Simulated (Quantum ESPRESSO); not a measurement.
Something may be wrong with this Quantum ESPRESSO 7.5 calculation of TiNi.

Contents of pw.in:

```
&CONTROL
  calculation = 'scf'
  prefix = 'pwscf'
  outdir = './tmp'
  pseudo_dir = './pseudo'
  tprnfor = .true.
  tstress = .true.
  disk_io = 'nowf'
/
&SYSTEM
  ibrav = 0
  nat = 2
  ntyp = 2
  ecutwfc = 7
  ecutrho = 54
  nbnd = 22
  occupations = 'smearing'
  smearing = 'fd'
  degauss = 0.00367493
/
&ELECTRONS
  conv_thr = 4d-10
  electron_maxstep = 80
  mixing_beta = 0.5
/
ATOMIC_SPECIES
Ni    58.6934 ni_pbesol_v1.4.uspp.F.UPF
Ti    47.8670 ti_pbesol_v1.4.uspp.F.UPF
CELL_PARAMETERS angstrom
   2.9880661300    0.0000000000    0.0000000000
   0.0000000000    2.9880661300    0.0000000000
   0.0000000000    0.0000000000    2.9880661300
ATOMIC_POSITIONS crystal
Ni     0.0000000000    0.0000000000    0.0000000000
Ti     0.5000000000    0.5000000000    0.5000000000
K_POINTS automatic
9 9 9 0 0 0
```

Potentials or basis: GBRV 1.5 PBEsol.

Launch:

```sh
$ OMP_NUM_THREADS=1 mpirun -n 2 pw.x -nk 2 -in pw.in > pw.out
```

pw.out:

```text
This program is part of the open-source Quantum ESPRESSO suite
     for quantum simulation of materials; please cite
         "P. Giannozzi et al., J. Phys.:Condens. Matter 21 395502 (2009);
         "P. Giannozzi et al., J. Phys.:Condens. Matter 29 465901 (2017);
         "P. Giannozzi et al., J. Chem. Phys. 152 154105 (2020);
     in publications or presentations arising from this work. More details at

     Message from routine setup:
     using ibrav=0 with symmetry is DISCOURAGED, use correct ibrav instead

     K-points division:     npool     =       2
     Subspace diagonalization in iterative solution of the eigenvalue problem:
     a serial algorithm will be used

     G-vector sticks info
     --------------------
     sticks:   dense  smooth     PW     G-vecs:    dense   smooth      PW
     Sum         137      69     29                 1213      461     123

     Using Slab Decomposition

[... 126 lines left out ...]
     estimated scf accuracy    <     123.46781368 Ry
[... 85 lines left out ...]
     iteration # 14     ecut=     7.00 Ry     beta= 0.50
     Davidson diagonalization with overlap
     ethr =  8.21E-12,  avg # of iterations =  2.0

     End of self-consistent calculation

[... 210 lines left out ...]
     the Fermi energy is    30.6218 ev

!    total energy              =    -347.21849733 Ry
     estimated scf accuracy    <          2.9E-10 Ry
     smearing contrib. (-TS)   =      -0.00100979 Ry
     internal energy E=F+TS    =    -347.21748754 Ry

     The total energy is F=E-TS. E is the sum of the following terms:
     one-electron contribution =     -35.40402279 Ry
     hartree contribution      =      20.40005877 Ry
     xc contribution           =     -35.70169946 Ry
     ewald contribution        =    -296.51182406 Ry

     convergence has been achieved in  14 iterations

     Forces acting on atoms (cartesian axes, Ry/au):

     atom    1 type  1   force =     0.00000000    0.00000000    0.00000000
     atom    2 type  2   force =     0.00000000    0.00000000    0.00000000

     Total force =     0.000000     Total SCF correction =     0.000000

     Computing stress (Cartesian axis) and pressure

          total   stress  (Ry/bohr**3)                   (kbar)     P=   -74022.91
  -0.50319748   0.00000000   0.00000000       -74022.91        0.00        0.00
   0.00000000  -0.50319748   0.00000000            0.00   -74022.91        0.00
   0.00000000   0.00000000  -0.50319748            0.00        0.00   -74022.91

=------------------------------------------------------------------------------=
   JOB DONE.
=------------------------------------------------------------------------------=
```

Among its messages:

```text
negative rho
```

Q: What happened, and what is wrong with the input?

A: The run converged. The input holds a flaw that was put in on purpose: cutoff far too low (ecut_scale = 0.15). The program doesn't stop on it, so the numbers can't be trusted though the run ends normally.
